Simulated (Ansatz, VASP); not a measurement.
NaF (Villiaumite) in VASP and in Ansatz

File POSCAR:

```
NaF
1.0
    0.0000000000      2.3421204025      2.3421204025
    2.3421204025      0.0000000000      2.3421204025
    2.3421204025      2.3421204025      0.0000000000
Na F
1 1
Direct
    0.0000000000      0.0000000000      0.0000000000
    0.5000000000      0.5000000000      0.5000000000
```

Contents of INCAR.step1:

```
SYSTEM = NaF
PREC = Accurate ; ENCUT = 520
ISMEAR = 0 ; SIGMA = 0.02
LREAL = .False. ; LASPH = .True.
NELM = 80 ; NBANDS = 14
GGA = PE ; ALGO = Normal
EDIFF = 1E-4 ; LWAVE = .True.
LCHARG = .False.
```

Contents of INCAR.step2:

```
SYSTEM = NaF
PREC = Accurate ; ENCUT = 520
EDIFF = 1E-6 ; ISMEAR = 0
SIGMA = 0.02 ; LREAL = .False.
LASPH = .True. ; NELM = 80
ALGO = Normal ; ISIF = 2
LWAVE = .False. ; LCHARG = .False.
METAGGA = R2SCAN ; LMIXTAU = .True.
NBANDS = 14 ; ISTART = 1
```

The input KPOINTS:

```
Automatic mesh
0
Gamma
  8 8 8
  0 0 0
```

Input for Ansatz:

```yaml
crystal:
  lattice:
    - [0.0, 2.3421204025, 2.3421204025]
    - [2.3421204025, 0.0, 2.3421204025]
    - [2.3421204025, 2.3421204025, 0.0]
  atoms:
    - { symbol: Na, position: [0.0, 0.0, 0.0] }
    - { symbol: F, position: [0.5, 0.5, 0.5] }
basis:
  ecutwfc: 500
kpoints:
  mp_grid: { grid: [8, 8, 8] }
hamiltonian:
  xc: r2scan
scf:
  occupations: { method: gaussian, width: 0.02 }
output:
  forces: true
  stress: true
  eigenvalues: true
```

Alike in both runs: task single point; functional r2SCAN; k mesh 8 × 8 × 8; occupations gaussian, width 0.02 eV; no spin polarisation.

|  | VASP | Ansatz |
| --- | --- | --- |
| version | VASP 6.6.1 | Ansatz 0.2.0 |
| potentials or method | VASP PAW PBE potentials, release 64 (Na_pv, F) | scalar-relativistic, plane waves, PAW |
| plane-wave cutoff (eV) | 520 | 500 |
| valence electrons in the cell | 14 | 16 |

```tsv
	VASP	Ansatz	Ansatz less VASP
gap on the k mesh at the Fermi level (eV)	6.99	6.96	-0.036
least direct gap on the mesh (eV)	6.99	6.96	-0.036
pressure (GPa)	-3.3	-2.8	+0.54
```

The two sets of potentials don't hold the same shells in valence.

Caveats: the PAW data sets were made with another functional, which shifts forces and pressure a little (VASP). r2SCAN opens gaps a little over a GGA but as a rule still falls short of measured ones.
